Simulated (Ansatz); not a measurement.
In: band structure with PBEsol

In:

```
CELL_PARAMETERS angstrom
-1.88253 1.88253 1.88253
1.88253 -1.88253 1.88253
1.88253 1.88253 -1.88253
ATOMIC_POSITIONS crystal
In 0.00000 0.00000 0.00000
```

This isn't the form of In at room conditions, which is tetragonal.

- Program: Ansatz 0.2.0
- Task: band structure
- Functional: PBEsol
- Potentials or basis: all-electron LAPW, scalar-relativistic
- Cutoff: 178 eV (chosen from the basis error)
- Basis error allowed: 0.001 eV/atom
- k mesh: 10 × 10 × 10
- Occupations: fermi-dirac, width 0.05 eV
- Spin: no spin polarisation

- Pressure: -1.3 GPa
- Band gap along the path: none (metal or under the smearing width)

Levels at the corners of the path, in eV from the Fermi level:
| point | band 7 | band 8 | band 9 | band 10 | band 11 | band 12 | band 13 | band 14 |
| --- | --- | --- | --- | --- | --- | --- | --- | --- |
| Γ | -14.50 | -14.24 | -14.24 | -9.35 | 10.95 | 10.95 | 10.95 | 13.00 |
| H | -14.11 | -14.11 | -14.11 | 0.94 | 1.32 | 1.32 | 1.32 | 5.32 |
| N | -14.25 | -14.24 | -14.07 | -3.86 | -3.04 | 5.89 | 7.32 | 10.08 |
| Γ | -14.50 | -14.24 | -14.24 | -9.35 | 10.95 | 10.95 | 10.95 | 13.00 |
| P | -14.41 | -14.23 | -14.23 | -2.29 | 0.20 | 0.20 | 0.20 | 19.78 |
| H | -14.11 | -14.11 | -14.11 | 0.94 | 1.32 | 1.32 | 1.32 | 5.32 |

It took 3.7 s on 1 thread of Arm Neoverse V2 (shared host), peak memory 0.23 GiB.

Caveat: spin-orbit coupling is left out, which moves the levels of the heavy elements.
